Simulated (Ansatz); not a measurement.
# Si2Ge3: the cost of one run

Computed with Ansatz 0.2.0 (DFT PBE, scalar-relativistic, plane waves, PAW, unless a step's input says otherwise).

1 further run of the same task is left out (it didn't finish).

## 1. The structure to begin with

The structure is trigonal, space group R-3m (No. 166). The conventional cell has a = 2.922 Å, b = 2.922 Å, c = 35.792 Å, α = 90.00°, β = 90.00°, γ = 120.00°. Around Si (site symmetry 3m) lie 9 Si at 2.92 Å and 3 Ge at 2.92 Å. Ge (site symmetry -3m) is surrounded by 12 Ge at 2.92 Å. Ge (site symmetry 3m) has 3 Si at 2.92 Å and 9 Ge at 2.92 Å as nearest neighbours.

Structure file:

```cif
data_structure
_symmetry_space_group_name_H-M 'R-3m:H'
_symmetry_Int_Tables_number 166
_cell_length_a 2.9224
_cell_length_b 2.9224
_cell_length_c 35.7924
_cell_angle_alpha 90.000
_cell_angle_beta 90.000
_cell_angle_gamma 120.000
_cell_volume 264.74
loop_
_atom_site_label
_atom_site_type_symbol
_atom_site_symmetry_multiplicity
_atom_site_Wyckoff_symbol
_atom_site_fract_x
_atom_site_fract_y
_atom_site_fract_z
_atom_site_occupancy
Si1 Si 6 c 0.00000 0.00000 0.20000 1
Ge1 Ge 3 a 0.00000 0.00000 0.00000 1
Ge2 Ge 6 c 0.33333 0.66667 0.26667 1
```

The start is an ordering of an alloy on its end members' structure types: elements ordered on the sites of the Ir type, Si/Ge on Ir (R-3m, No. 166).

## 2. Probe: one point on a coarse mesh

The input, input.yaml:

```yaml
crystal:
  lattice:
    - [1.46121909, 0.84363523, 11.93080388]
    - [-1.46121909, 0.84363523, 11.93080388]
    - [0.0, -1.68727047, 11.93080388]
  atoms:
    - { symbol: Si, position: [0.2, 0.2, 0.2] }
    - { symbol: Si, position: [0.8, 0.8, 0.8] }
    - { symbol: Ge, position: [0.0, 0.0, 0.0] }
    - { symbol: Ge, position: [0.6, 0.6, 0.6] }
    - { symbol: Ge, position: [0.4, 0.4, 0.4] }
basis:
  ecutwfc: 420
kpoints:
  mp_grid: { grid: [6, 6, 6] }
hamiltonian:
  xc: pbe
scf:
  occupations: { method: gaussian, width: 0.1 }
  lower_state_search: "off"
output:
  forces: true
  stress: true
  eigenvalues: true
```

On the command line:

```console
$ ansatz run input.yaml --threads 1 --pin off --max-ram 2560MiB --backend cpu --events-out ev --progress --plain --runs-dir out
```

Q: Estimate wall time and peak memory on 1 thread of Intel Xeon at 2.70GHz, shared host.

About 6.5 s, with a peak of 0.4 GiB.
